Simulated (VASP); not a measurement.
# CoO (Fm-3m) in VASP: a series of runs, part 2 of 2

VASP 6.6.1.

**4. Core levels, PBEsol, collinear spin, ferromagnetic start**

INCAR

```
SYSTEM = CoO
PREC = Accurate
ENCUT = 520
EDIFF = 1E-7
ISMEAR = 0
SIGMA = 0.02
LREAL = .False.
LASPH = .True.
NELM = 100
ALGO = Fast
ISIF = 2
LWAVE = .False.
LCHARG = .False.
ISPIN = 2
MAGMOM = 2 0
LORBIT = 11
LMAXMIX = 4
GGA = PS
ICORELEVEL = 1
```

KPOINTS

```
Automatic mesh
0
Gamma
  11 11 11
  0 0 0
```

POSCAR

```
CoO
1.0
    0.0000000000      2.1315000000      2.1315000000
    2.1315000000      0.0000000000      2.1315000000
    2.1315000000      2.1315000000      0.0000000000
Co O
1 1
Direct
    0.0000000000      0.0000000000      0.0000000000
    0.5000000000      0.5000000000      0.5000000000
```

Potentials or basis: VASP PAW PBE potentials, release 64 (Co, O).

Command:

```console
$ cat potpaw_PBE.64/Co/POTCAR potpaw_PBE.64/O/POTCAR > POTCAR
$ mpirun -np 1 vasp_std > vasp.out
```

OUTCAR:

```text
SYSTEM = CoO
   PREC = Accurate
   ENCUT = 520
   EDIFF = 1E-7
   ISMEAR = 0
   LREAL = .False.
   LASPH = .True.
   NELM = 100
   ISIF = 2
   ISPIN = 2
   LORBIT = 11
   GGA = PS

 ion  position               nearest neighbor table
   1  0.000  0.000  0.000-   2 2.13   2 2.13   2 2.13   2 2.13   2 2.13   2 2.13
   2  0.500  0.500  0.500-   1 2.13   1 2.13   1 2.13   1 2.13   1 2.13   1 2.13

  LATTYP: Found a face centered cubic cell.
 ALAT       =     4.2630000000

  Lattice vectors:

 A1 = (   0.0000000000,   2.1315000000,   2.1315000000)
 A2 = (   2.1315000000,   0.0000000000,   2.1315000000)
 A3 = (   2.1315000000,   2.1315000000,   0.0000000000)

Analysis of symmetry for initial positions (statically):
=====================================================================
 Subroutine PRICEL returns:
 Original cell was already a primitive cell.

 Routine SETGRP: Setting up the symmetry group for a
 face centered cubic supercell.

 Subroutine GETGRP returns: Found 48 space group operations
 (whereof 48 operations were pure point group operations)
[... 843 lines left out ...]
     12      20.8763      0.00000

 [... further k-points ...]

------------------------ aborting loop because EDIFF is reached ----------------------------------------

  FORCE on cell =-STRESS in cart. coord.  units (eV):
  Direction    XX          YY          ZZ          XY          YZ          ZX
  --------------------------------------------------------------------------------------
  -------------------------------------------------------------------------------------
  Total       -1.3339600     -1.3339600     -1.3339600      0.0000000      0.0000000      0.0000000
  in kB     -110.3487379   -110.3487379   -110.3487379      0.0000000      0.0000000      0.0000000
  external PRESSURE =    -110.3487379 kB  Pullay stress =       0.0000000 kB

 VOLUME and BASIS-vectors are now :
 -----------------------------------------------------------------------------
  energy-cutoff  :      520.00
  volume of cell :       19.37
      direct lattice vectors                 reciprocal lattice vectors
     0.000000000  2.131500000  2.131500000    -0.234576589  0.234576589  0.234576589
     2.131500000  0.000000000  2.131500000     0.234576589 -0.234576589  0.234576589
     2.131500000  2.131500000  0.000000000     0.234576589  0.234576589 -0.234576589

 POSITION                                       TOTAL-FORCE (eV/Angst)
 -----------------------------------------------------------------------------------
      0.00000      0.00000      0.00000         0.000000      0.000000      0.000000
      2.13150      2.13150      2.13150        -0.000000     -0.000000     -0.000000
 -----------------------------------------------------------------------------------
    total drift:                                0.000000     -0.000000     -0.000000

  FREE ENERGIE OF THE ION-ELECTRON SYSTEM (eV)
  ---------------------------------------------------
  free  energy   TOTEN  =       -13.9432922159 eV

  energy  without entropy=      -13.9427824710  energy(sigma->0) =      -13.94303734

 total charge

# of ion       s       p       d       tot
------------------------------------------
    1        0.297   0.360   7.138   7.795
    2        1.550   3.400   0.000   4.950
--------------------------------------------------
tot          1.847   3.760   7.138  12.745

 magnetization (x)

# of ion       s       p       d       tot
------------------------------------------
    1        0.020   0.017   2.562   2.599
    2        0.029   0.306   0.000   0.335
--------------------------------------------------
tot          0.049   0.323   2.562   2.934
```

OSZICAR:

```text
N       E                     dE             d eps       ncg     rms          rms(c)
DAV:   1     0.840410270963E+02    0.84041E+02   -0.71837E+03  2736   0.142E+03
DAV:   2    -0.966584259341E+01   -0.93707E+02   -0.83238E+02  2820   0.279E+02
DAV:   3    -0.161860710209E+02   -0.65202E+01   -0.62477E+01  3052   0.851E+01
[... 11 lines left out ...]
RMM:  15    -0.139433060233E+02   -0.32188E-04   -0.67252E-05  3197   0.864E-02    0.386E-02
RMM:  16    -0.139432945975E+02    0.11426E-04   -0.15478E-05  3210   0.423E-02    0.275E-02
RMM:  17    -0.139432932329E+02    0.13646E-05   -0.70296E-06  3490   0.257E-02    0.144E-02
RMM:  18    -0.139432920887E+02    0.11442E-05   -0.37542E-06  3169   0.246E-02    0.750E-03
RMM:  19    -0.139432922061E+02   -0.11738E-06   -0.12915E-06  3196   0.102E-02    0.355E-03
RMM:  20    -0.139432922159E+02   -0.98048E-08   -0.25111E-07  1845   0.485E-03
   1 F= -.13943292E+02 E0= -.13943037E+02  d E =-.509745E-03  mag=     2.9888
```

It took 63 s on 1 thread of AMD EPYC 7R43 (Zen 3), shared host; peak memory 0.13 GiB.

Results:

| Property | Result |
| --- | --- |
| Free energy | -13.9433 eV |
| Pressure | -11.0 GPa |
| Band gap on the k mesh | none (metal or under the smearing width) |
| Net moment | 2.99 μB per cell |
| Site moments | Co +2.60; O +0.34 μB |
| Valence electrons inside the program's atomic spheres | Co 7.79; O 4.95 |

Core levels (eV, on the scale of the bands):
| atom | levels |
| --- | --- |
| 1 Co | 1s -7578.3, 2s -884.4, 2p -755.4, 3s -87.7, 3p -51.0 |
| 2 O | 1s -499.2 |

Caveat: the PAW data sets were made with another functional, which shifts forces and pressure a little; a cell with one magnetic atom can't hold antiferromagnetic order, which such compounds often take; semilocal functionals often make such compounds metallic where correlation or magnetic order opens a gap, which also shifts bond lengths.

**5. The reference run**

An earlier run on the cell as given: functional PBE; potentials or basis VASP PAW PBE potentials, release 64 (Co, O); cutoff 520 eV; k mesh 11 × 11 × 11; occupations fermi-dirac, width 0.05 eV; collinear spin, ferromagnetic start; starting moments [2.0, 0.0] μB.

- Pressure: -2.4 GPa
- Band gap on the k mesh: none (metal or under the smearing width)
- Net moment: 2.90 μB per cell
- Site moments: Co +2.55; O +0.29 μB
- Valence electrons inside the program's atomic spheres: Co 7.79; O 4.98

**6. Overview**

```tsv
task	level	smearing	k mesh for the DOS	occupations for the DOS	gap on the mesh (eV)	pressure (GPa)	moment (μB)
density of states	PBEsol	gaussian 0.02 eV	17 × 17 × 17	tetrahedron	-	-	2.99
electric field gradients	PBEsol	gaussian 0.02 eV	-	-	none	-11.0	2.99
core levels	PBEsol	gaussian 0.02 eV	-	-	none	-11.0	2.99
single point	PBE	fermi-dirac 0.05 eV	-	-	none	-2.4	2.90
```

Alike in all rows: potentials or basis VASP PAW PBE potentials, release 64 (Co, O); spin collinear, ferromagnetic start; cell as given; k mesh 11 × 11 × 11; cutoff (eV) 520.

Every run on the cell as given and a fine mesh finds a metal. The pressure there spans -11.0 GPa (PBEsol) to -2.4 GPa (PBE); a positive pressure means that this level wants a larger cell, a negative one a smaller.

Caveats: a cell with one magnetic atom can't hold antiferromagnetic order, which such compounds often take; semilocal functionals often make such compounds metallic where correlation or magnetic order opens a gap, which also shifts bond lengths; the PAW data sets were made with another functional, which shifts forces and pressure a little (some runs).

Absolute energies hang on the potentials; compare differences alone.
